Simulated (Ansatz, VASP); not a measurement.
Pb in VASP and in Ansatz

```
CELL_PARAMETERS angstrom
0.00000 2.87789 2.87789
2.87789 0.00000 2.87789
2.87789 2.87789 0.00000
ATOMIC_POSITIONS crystal
Pb 0.87500 0.87500 0.87500
Pb 0.12500 0.12500 0.12500
```

Change from the starting cell: volume scaled by 0.6, PAW files.

Alike in both runs: task single point; functional LDA; k mesh 10 × 10 × 10; occupations fermi-dirac, width 0.08 eV; no spin polarisation.

|  | VASP | Ansatz |
| --- | --- | --- |
| version | VASP 6.6.1 | Ansatz 0.2.0 |
| potentials or method | VASP PAW LDA potentials, release 64 (Pb_d) | PAW with Ansatz's default frozen-core files, scalar-relativistic |
| plane-wave cutoff (eV) | 520 | 420 |
| valence electrons in the cell | 28 | 28 |

|  | VASP | Ansatz | Ansatz less VASP |
| --- | --- | --- | --- |
| pressure (GPa) | 60.8 | 60.3 | -0.54 |

Caveats: the cell as given lies far from equilibrium; so large a pressure means that the cell lies far from this level's equilibrium, or that cutoff or potentials fall short (VASP). Spin-orbit coupling is left out, which matters for the levels of Pb.
